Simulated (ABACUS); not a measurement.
# Pt (Fm-3m) in ABACUS: notebook, part 3 of 3

ABACUS 3.10.1. Earlier steps stand in the parts before.

### Step 4. Single point, BLYP

Input file run_abacus.py:

```python
"""ABACUS run from a structure file: ASE reads it, the script writes STRU, KPT and INPUT."""
import re
import subprocess
import spglib
from ase import Atoms
from ase.io import read
from ase.units import Bohr

atoms = read("Pt.cif")
cell, frac, numbers = spglib.standardize_cell((atoms.cell[:], atoms.get_scaled_positions(), atoms.numbers), to_primitive=True, symprec=1e-4)
atoms = Atoms(numbers=numbers, cell=cell, scaled_positions=frac, pbc=True)  # the primitive cell
atoms = atoms[(-atoms.numbers).argsort(kind="stable")]  # ABACUS lists atoms element by element
pseudo = {'Pt': 'Pt_ONCV_PBE-1.2.upf'}
orbital = {'Pt': 'Pt_confined-atom_7au_3s2p2d1f.orb'}
magmoms = None
kmesh = [11, 11, 11]
params = {
    'suffix': 'Pt',
    'calculation': 'scf',
    'basis_type': 'lcao',
    'pseudo_dir': './',
    'orbital_dir': './',
    'symmetry': 1,
    'dft_functional': 'GGA_X_B88+GGA_C_LYP',
    'ecutwfc': 100,
    'pseudo_rcut': 7,
    'nspin': 1,
    'nbands': 19,
    'ks_solver': 'genelpa',
    'smearing_method': 'fd',
    'smearing_sigma': 0.00367493,
    'scf_thr': 1e-07,
    'scf_nmax': 100,
    'mixing_type': 'broyden',
    'mixing_beta': 0.7,
    'cal_force': 1,
    'cal_stress': 1,
    'out_mul': 1,
    'out_chg': 1,
}

symbols = atoms.get_chemical_symbols()
elements = list(dict.fromkeys(symbols))
lines = ["ATOMIC_SPECIES"] + [f"{e} {atoms.get_masses()[symbols.index(e)]:.4f} {pseudo[e]}" for e in elements]
if orbital:
    lines += ["", "NUMERICAL_ORBITAL"] + [orbital[e] for e in elements]
lines += ["", "LATTICE_CONSTANT", f"{1 / Bohr:.10f}", "", "LATTICE_VECTORS"]
lines += [" ".join(f"{x:.10f}" for x in v) for v in atoms.cell]
lines += ["", "ATOMIC_POSITIONS", "Direct"]
for e in elements:
    lines += ["", e, "0.0", str(symbols.count(e))]
    for i, p in enumerate(atoms.get_scaled_positions(wrap=False)):
        if symbols[i] == e:
            mag = "" if magmoms is None else " mag " + " ".join(str(x) for x in (magmoms[i] if isinstance(magmoms[i], list) else [magmoms[i]]))
            lines.append(" ".join(f"{x:.10f}" for x in p) + " 1 1 1" + mag)
open("STRU", "w").write("\n".join(lines) + "\n")
open("KPT", "w").write("K_POINTS\n0\nGamma\n%d %d %d 0 0 0\n" % tuple(kmesh))
open("INPUT", "w").write("INPUT_PARAMETERS\n" + "".join(f"{k:<20s}{v}\n" for k, v in params.items()))

done = subprocess.run(['mpirun', '-np', '4', 'abacus'])
if done.returncode:
    raise SystemExit(done.returncode)
log = open("OUT.Pt/running_scf.log").read()
print("final energy (eV):", re.findall(r"FINAL_ETOT_IS (\S+)", log))
```

Input file Pt.cif:

```cif
data_Pt
_cell_length_a 3.92180000
_cell_length_b 3.92180000
_cell_length_c 3.92180000
_cell_angle_alpha 90.00000000
_cell_angle_beta 90.00000000
_cell_angle_gamma 90.00000000
_space_group_name_H-M_alt 'Fm-3m'
_space_group_name_Hall '-F 4 2 3'
_space_group_IT_number 225
loop_
_space_group_symop_operation_xyz
'x,y,z'
'-x,-y,-z'
'-y,x,z'
'y,-x,-z'
'-x,-y,z'
'x,y,-z'
'y,-x,z'
'-y,x,-z'
'x,-y,-z'
'-x,y,z'
'-y,-x,-z'
'y,x,z'
'-x,y,-z'
'x,-y,z'
'y,x,-z'
'-y,-x,z'
'z,x,y'
'-z,-x,-y'
'z,-y,x'
'-z,y,-x'
'z,-x,-y'
'-z,x,y'
'z,y,-x'
'-z,-y,x'
'-z,x,-y'
'z,-x,y'
'-z,-y,-x'
'z,y,x'
'-z,-x,y'
'z,x,-y'
'-z,y,x'
'z,-y,-x'
'y,z,x'
'-y,-z,-x'
'x,z,-y'
'-x,-z,y'
'-y,z,-x'
'y,-z,x'
'-x,z,y'
'x,-z,-y'
'-y,-z,x'
'y,z,-x'
'-x,-z,-y'
'x,z,y'
'y,-z,-x'
'-y,z,x'
'x,-z,y'
'-x,z,-y'
'x,y+1/2,z+1/2'
'-x,-y+1/2,-z+1/2'
'-y,x+1/2,z+1/2'
[... 62 lines left out ...]
'-z+1/2,-x,-y+1/2'
'z+1/2,-y,x+1/2'
'-z+1/2,y,-x+1/2'
'z+1/2,-x,-y+1/2'
'-z+1/2,x,y+1/2'
'z+1/2,y,-x+1/2'
'-z+1/2,-y,x+1/2'
'-z+1/2,x,-y+1/2'
'z+1/2,-x,y+1/2'
'-z+1/2,-y,-x+1/2'
'z+1/2,y,x+1/2'
'-z+1/2,-x,y+1/2'
'z+1/2,x,-y+1/2'
'-z+1/2,y,x+1/2'
'z+1/2,-y,-x+1/2'
'y+1/2,z,x+1/2'
'-y+1/2,-z,-x+1/2'
'x+1/2,z,-y+1/2'
'-x+1/2,-z,y+1/2'
'-y+1/2,z,-x+1/2'
'y+1/2,-z,x+1/2'
'-x+1/2,z,y+1/2'
'x+1/2,-z,-y+1/2'
'-y+1/2,-z,x+1/2'
'y+1/2,z,-x+1/2'
'-x+1/2,-z,-y+1/2'
'x+1/2,z,y+1/2'
'y+1/2,-z,-x+1/2'
'-y+1/2,z,x+1/2'
'x+1/2,-z,y+1/2'
'-x+1/2,z,-y+1/2'
'x+1/2,y+1/2,z'
'-x+1/2,-y+1/2,-z'
'-y+1/2,x+1/2,z'
'y+1/2,-x+1/2,-z'
'-x+1/2,-y+1/2,z'
'x+1/2,y+1/2,-z'
'y+1/2,-x+1/2,z'
'-y+1/2,x+1/2,-z'
'x+1/2,-y+1/2,-z'
'-x+1/2,y+1/2,z'
'-y+1/2,-x+1/2,-z'
'y+1/2,x+1/2,z'
'-x+1/2,y+1/2,-z'
'x+1/2,-y+1/2,z'
'y+1/2,x+1/2,-z'
'-y+1/2,-x+1/2,z'
'z+1/2,x+1/2,y'
'-z+1/2,-x+1/2,-y'
'z+1/2,-y+1/2,x'
'-z+1/2,y+1/2,-x'
'z+1/2,-x+1/2,-y'
'-z+1/2,x+1/2,y'
'z+1/2,y+1/2,-x'
'-z+1/2,-y+1/2,x'
'-z+1/2,x+1/2,-y'
'z+1/2,-x+1/2,y'
'-z+1/2,-y+1/2,-x'
'z+1/2,y+1/2,x'
'-z+1/2,-x+1/2,y'
'z+1/2,x+1/2,-y'
'-z+1/2,y+1/2,x'
'z+1/2,-y+1/2,-x'
'y+1/2,z+1/2,x'
'-y+1/2,-z+1/2,-x'
'x+1/2,z+1/2,-y'
'-x+1/2,-z+1/2,y'
'-y+1/2,z+1/2,-x'
'y+1/2,-z+1/2,x'
'-x+1/2,z+1/2,y'
'x+1/2,-z+1/2,-y'
'-y+1/2,-z+1/2,x'
'y+1/2,z+1/2,-x'
'-x+1/2,-z+1/2,-y'
'x+1/2,z+1/2,y'
'y+1/2,-z+1/2,-x'
'-y+1/2,z+1/2,x'
'x+1/2,-z+1/2,y'
'-x+1/2,z+1/2,-y'
loop_
_atom_site_label
_atom_site_type_symbol
_atom_site_symmetry_multiplicity
_atom_site_Wyckoff_symbol
_atom_site_fract_x
_atom_site_fract_y
_atom_site_fract_z
_atom_site_occupancy
Pt1 Pt 4 a 0.0000000000 0.0000000000 0.0000000000 1
```

Potentials or basis: SG15 ONCV 1.2 PBE, DZP LCAO (the cutoffs set its grid).

On the command line:

```bash
OMP_NUM_THREADS=1 python run_abacus.py > log
```

Run time: 2.9 s. Hardware: 4 MPI ranks of Intel Xeon 6975P-C (Granite Rapids), shared host; peak memory 0.4 GiB.

It converged, with:

- Free energy: -3296.9185 eV
- Pressure: 27.8 GPa
- Band gap on the k mesh: none (metal or under the smearing width)

Levels at points of the mesh, in eV from the Fermi level:
| k point | band 6 | band 7 | band 8 | band 9 | band 10 | band 11 | band 12 | band 13 |
| --- | --- | --- | --- | --- | --- | --- | --- | --- |
| (0.00, 0.00, 0.00) | -3.73 | -3.73 | -3.73 | -1.60 | -1.60 | 15.14 | 20.06 | 20.06 |

Caveat: the atomic orbitals were generated for these runs and aren't a published set; so large a pressure means that the cell lies far from this level's equilibrium, or that cutoff or potentials fall short; the potentials were made for another functional, which shifts forces and pressure; the basis of atomic orbitals isn't converged, which shifts pressures, moduli and gaps. The run has no spin-orbit coupling, so splittings on Pt are missing.

### Step 5. Relaxation of cell and atoms, BLYP

Input file INPUT:

```
INPUT_PARAMETERS
suffix              Pt
calculation         cell-relax
basis_type          lcao
pseudo_dir          ./
orbital_dir         ./
symmetry            1
dft_functional      GGA_X_B88+GGA_C_LYP
ecutwfc             100
pseudo_rcut         7
nspin               1
nbands              13
ks_solver           genelpa
smearing_method     fd
smearing_sigma      0.00367493
scf_thr             1e-07
scf_nmax            100
mixing_type         broyden
mixing_beta         0.7
cal_force           1
cal_stress          1
out_mul             1
relax_nmax          60
force_thr_ev        0.02
relax_method        cg
out_stru            1
stress_thr          1
```

Input file STRU:

```
ATOMIC_SPECIES
Pt 195.0840 Pt_ONCV_PBE-1.2.upf

NUMERICAL_ORBITAL
Pt_confined-atom_7au_3s2p2d1f.orb

LATTICE_CONSTANT
1.8897261246

LATTICE_VECTORS
0.0000000000 1.9609000000 1.9609000000
1.9609000000 0.0000000000 1.9609000000
1.9609000000 1.9609000000 0.0000000000

ATOMIC_POSITIONS
Cartesian

Pt
0.0
1
0.0000000000 0.0000000000 0.0000000000 1 1 1
```

Input file KPT:

```
K_POINTS
0
Gamma
11 11 11 0 0 0
```

On the command line:

```bash
OMP_NUM_THREADS=1 mpirun -np 4 abacus > log
```

It took 11 s on 4 MPI ranks of Intel Xeon 6975P-C (Granite Rapids), shared host; peak memory 0.4 GiB.

It converged, with:

```
Free energy                            : -3297.0507 eV
Relaxed volume                         : 16.79 Å³/atom
Relaxed cell                           : a = 2.874 Å, b = 2.874 Å, c = 2.874 Å, α = 60.00°, β = 60.00°, γ = 60.00°
Space group after relaxing (to 0.05 Å) : Fm-3m (No. 225)
Energy gained by relaxing              : 132.2 meV/atom
Ionic steps                            : 6
Pressure after relaxing                : 0.0 GPa
```

Step by step:
```csv
step,energy change (eV),largest force (eV/Å),pressure (GPa),volume (Å³)
1,0.0000,0.0000,27.80,15.08
2,0.3648,0.0000,-23.76,21.81
3,-0.1308,0.0000,-2.23,17.00
4,-0.1308,0.0000,-2.23,17.00
5,-0.1287,0.0000,3.76,16.48
6,-0.1322,0.0000,-0.02,16.79
```

Final structure:
```
CELL_PARAMETERS angstrom
0.00000 2.03252 2.03252
2.03252 0.00000 2.03252
2.03252 2.03252 0.00000
ATOMIC_POSITIONS crystal
Pt 0.00000 0.00000 0.00000
```

Caveat: the atomic orbitals were generated for these runs and aren't a published set; the potentials were made for another functional, which shifts forces and pressure; the volume moved by +11 % from the deposited cell, more than functionals usually miss; the basis of atomic orbitals isn't converged, which shifts pressures, moduli and gaps. BLYP gives volumes clearly too large for solids.

### Step 6. Summary

```tsv
task	level	potentials or basis	cell	radial cutoff of the potentials (pseudo_rcut)	eigensolver	optimiser	force threshold	max steps	gap on the mesh (eV)	pressure (GPa)	relaxed volume (Å³/atom)
single point	PBE	Ansatz NC PBE, DZP LCAO (the cutoffs set its grid)	as given	10 bohr	scalapack_gvx	-	-	-	none	11.4	-
relaxation of cell and atoms	PBE	Ansatz NC PBE, DZP LCAO (the cutoffs set its grid)	relaxed	10 bohr	genelpa	ASE FIRE	0.01 eV/Å	60	none	-0.1	15.72
single point	BLYP	SG15 ONCV 1.2 PBE, DZP LCAO (the cutoffs set its grid)	as given	7 bohr	genelpa	-	-	-	none	27.8	-
relaxation of cell and atoms	BLYP	SG15 ONCV 1.2 PBE, DZP LCAO (the cutoffs set its grid)	relaxed	7 bohr	genelpa	cg	0.02 eV/Å	-	-	0.0	16.79
```

Alike in all rows: no spin polarisation; k mesh 11 × 11 × 11; cutoff (eV) 1361; smearing fermi-dirac 0.05 eV.

Caveats: the atomic orbitals were generated for these runs and aren't a published set; the basis of atomic orbitals isn't converged, which shifts pressures, moduli and gaps; the potentials were made for another functional, which shifts forces and pressure (some runs); so large a pressure means that the cell lies far from this level's equilibrium, or that cutoff or potentials fall short (some runs); the volume moved by +11 % from the deposited cell, more than functionals usually miss (some runs).

Absolute energies hang on the potentials; compare differences alone.
